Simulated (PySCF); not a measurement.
# Structure from 2D NMR

Compound of formula C₄H₁₀O. Correlations simulated from computed shifts and couplings:

HSQC (one-bond C–H):
```
  δH    δC  ¹J(C,H) (Hz)
3.42  72.0           142
1.22  18.2           131
```

COSY cross peaks (|J| ≥ 2 Hz):
```
  δH    δH  abs. J (Hz)  bonds
3.42  1.22          7.9      3
```

HMBC (two and three bonds, |J| ≥ 2.5 Hz):
```
  δH  δC [abs. J in Hz]
1.22         72.0 [3.6]
```

[PySCF 2.14: B97-2/pcSseg-2 with gauge-including orbitals; PBE0-D3(BJ)/def2-TZVP geometry; spin–spin couplings from B3LYP/pcJ-2 (without the spin–dipole term); fast rotation and ring inversion assumed for equivalent nuclei; gas phase; no relativistic terms; a single conformation]

δ = σ(ref) − σ, references computed at the same level: TMS for ¹H, ¹³C.

Exchangeable hydrogens are left out of these lists, and C,H couplings along chains are those of one rotamer, so weak HMBC peaks may be missing or extra.

Problem. Work out the connectivity.

Solution. Ethoxy ethane (SMILES C(C)OCC).

Atom-mapped SMILES (the numbers label the heavy atoms): `[CH3:1][CH2:2][O:3][CH2:4][CH3:5]`; H(Xn) means a hydrogen on atom n.

- δC 72.0 is C2/C4, an sp3 CH2 bonded to O (δH 3.42).
- δC 18.2 is C1/C5, a methyl carbon (δH 1.22).
- COSY links 3.42–1.22.

Shifts are as computed. Against solution values, carbons near 30 ppm lie about +3 ppm off and those near 130 ppm about +7 ppm. Of 1309 compounds with measured shifts, 239 miss one by over three times the rms of a fit or turn the order of signals round; such compounds aren't used in these exercises.
